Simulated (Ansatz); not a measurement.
Runs of Ansatz 0.2.0 on CdO (Monteponite). Symmetry: Fm-3m, No. 225, cubic system. The conventional cell has a = 4.699 Å, b = 4.699 Å, c = 4.699 Å, α = 90.00°, β = 90.00°, γ = 90.00°. Cd (site symmetry m-3m) is surrounded by 6 O at 2.35 Å. Around O (site symmetry m-3m) lie 6 Cd at 2.35 Å. 

```tsv
task	level	cell	k mesh	atoms under strain	mesh quality	gap on the mesh (eV)	pressure (GPa)	relaxed volume (Å³/atom)
relaxation of cell and atoms	RPBE+D4	relaxed	10 × 10 × 10	-	not flagged	none	0.0	13.29
relaxation of cell and atoms	revPBE+D3(BJ)	relaxed	10 × 10 × 10	-	not flagged	-	0.0	13.20
elastic constants	LDA	as given	7 × 7 × 7	relaxed	not flagged	none	-6.1	-
relaxation of cell and atoms	HF	relaxed	5 × 5 × 5	-	coarse	(b)	0.0	13.30
relaxation of cell and atoms	BLYP+D4	relaxed	10 × 10 × 10	-	not flagged	-	0.0	(c)
relaxation of cell and atoms	BLYP+D3(BJ)	relaxed	10 × 10 × 10	-	not flagged	-	0.0	(a)
relaxation of cell and atoms	revPBE+D4	relaxed	10 × 10 × 10	-	not flagged	none	0.0	13.22
```

Alike in all rows: potentials or basis Ansatz PAW; no spin polarisation; cutoff (eV) 420; smearing fermi-dirac 0.05 eV.

Problem. Fill in the values left out.

Solution. (a) 13.34; (b) 9.22; (c) 13.42.

Caveats: some runs use coarse meshes; the PAW data sets come from PBE, with cores solved anew for the run's functional, which leaves a small shift of forces and pressure; the plane-wave basis is chosen anew once the cell has moved, so the energies of steps on either side of that aren't comparable (some runs); this crystal is a semiconductor, whose small gap the functional closes, so the metal is an error of the method (some runs); pairwise dispersion overbinds metals, which lowers pressure and volume (some runs); the cell is more than 3 GPa from zero pressure, which shifts response properties (some runs); elastic constants of metals need much finer meshes, so these are rough (some runs); odd divisions of the mesh miss points on the zone boundary, where band edges often lie, so the gap on the mesh can be too wide (some runs).

A k mesh can miss the band edges, and the runs leave out spin-orbit coupling on Cd.

A gap of «none» marks a metal or a gap under the smearing width.

Runs at the PBE level aren't shown here.
